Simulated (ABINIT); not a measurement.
Crystal: Ga.

```xyz
2
Lattice="1.4500 -4.0650 0.0000 1.4500 4.0650 0.0000 0.0000 0.0000 3.1700" Properties=species:S:1:pos:R:3 pbc="T T T"
Ga    1.4500    2.9837    2.3775
Ga    1.4500   -2.9837    0.7925
```

This isn't the form of Ga at room conditions, which is orthorhombic.

| Item | Value |
| --- | --- |
| Program | ABINIT 10.8.3 (patched build) |
| Task | relaxation of cell and atoms |
| Functional | PBE |
| Dispersion | D3 |
| Potentials or basis | JTH PAW PBE v2.0 |
| Cutoff | 463 eV |
| k mesh | 8 × 8 × 6 |
| Occupations | fermi-dirac, width 0.05 eV |
| Spin | no spin polarisation |

At the start: pressure 0.7 GPa; volume 18.68 Å³/atom.

Question: Where does the relaxation end?

Answer: Over 18 steps the energy falls by 18.3 meV/atom and the volume is 18.70 Å³/atom (+0.1 %); space group Cmcm (No. 63, to 0.05 Å).

The path:
```tsv
step	energy change (eV)	largest force (eV/Å)	pressure (GPa)	volume (Å³)
1	0.0000	0.1611	0.74	37.37
2	-0.0030	0.1302	0.59	37.45
3	0.0354	0.4499	-2.83	40.71
4	-0.0102	0.1462	-1.07	38.63
5	-0.0057	0.1324	-1.00	38.59
6	-0.0279	0.0607	-0.68	38.10
7	-0.0307	0.0229	-0.26	37.68
8	-0.0320	0.0799	0.16	37.31
9	-0.0207	0.1552	2.02	36.27
10	-0.0331	0.0792	0.21	37.23
11	-0.0342	0.0715	0.27	37.18
12	-0.0250	0.0092	1.03	36.92
13	-0.0357	0.0426	0.24	37.21
14	-0.0360	0.0322	0.19	37.24
15	-0.0365	0.0073	0.03	37.36
16	-0.0366	0.0025	-0.04	37.40
17	-0.0366	0.0036	-0.05	37.40
18	-0.0366	0.0045	-0.04	37.40
```

Final structure:
```
CELL_PARAMETERS angstrom
1.36312 -4.05015 0.00000
1.36312 4.05015 0.00000
0.00000 0.00000 3.38676
ATOMIC_POSITIONS crystal
Ga 0.13326 0.86674 0.75000
Ga 0.86674 0.13326 0.25000
```

Caveat: pairwise dispersion overbinds metals, which lowers pressure and volume.
